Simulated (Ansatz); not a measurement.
## CuO: relaxation of cell and atoms with LDA

CuO:

```
Cu O
1.0
     2.87950    0.00000    0.00000
     0.03907    2.87928    0.00000
     0.01750    0.01724    5.17634
Cu O
2 2
Direct
  0.00000 0.50000 0.00000
  0.50000 0.00000 0.50000
  0.99842 0.00167 0.74989
  0.00158 0.99833 0.25011
```

The cell comes from a database or a generator and needn't be the stable form of this composition.

| Property | Result |
| --- | --- |
| Program | Ansatz 0.2.0 |
| Task | relaxation of cell and atoms |
| Functional | LDA |
| Potentials or basis | all-electron LAPW, scalar-relativistic |
| Basis error allowed | 0.002 eV/atom |
| k mesh | 7 × 7 × 4 |
| Occupations | fermi-dirac, width 0.05 eV |
| Spin | no spin polarisation |

```
Relaxed volume                         : 10.28 Å³/atom
Relaxed cell                           : a = 2.854 Å, b = 2.854 Å, c = 5.048 Å, α = 89.98°, β = 89.98°, γ = 89.90°
Space group after relaxing (to 0.05 Å) : P4_2/mmc (No. 131)
Energy gained by relaxing              : 14.4 meV/atom
Ionic steps                            : 6
Pressure after relaxing                : 0.0 GPa
```

Step by step:
```
step  energy change (eV)  largest force (eV/Å)  volume (Å³)
   1              0.0000                0.0156        42.92
   2             -0.0421                0.0111        42.03
   3             -0.0573                0.0042        41.03
   4             -0.0575                0.0015        41.09
   5             -0.0576                0.0004        41.11
   6             -0.0576                0.0003        41.11
```

Final structure:
```
CELL_PARAMETERS angstrom
2.85391 -0.01685 -0.00433
0.02188 2.85387 -0.00432
0.00945 0.00933 5.04755
ATOMIC_POSITIONS crystal
Cu 0.00000 0.50000 0.00000
Cu 0.50000 0.00000 0.50000
O 0.99986 0.00015 0.75000
O 0.00014 0.99985 0.25000
```

It took 110 s on 2 threads of Arm Neoverse V1, on a shared host, peak memory 0.78 GiB.

Caveat: the k mesh is thin for a metal, which can move the energy by tens of meV per atom; the run has no spin polarisation, though such a crystal can be magnetic.
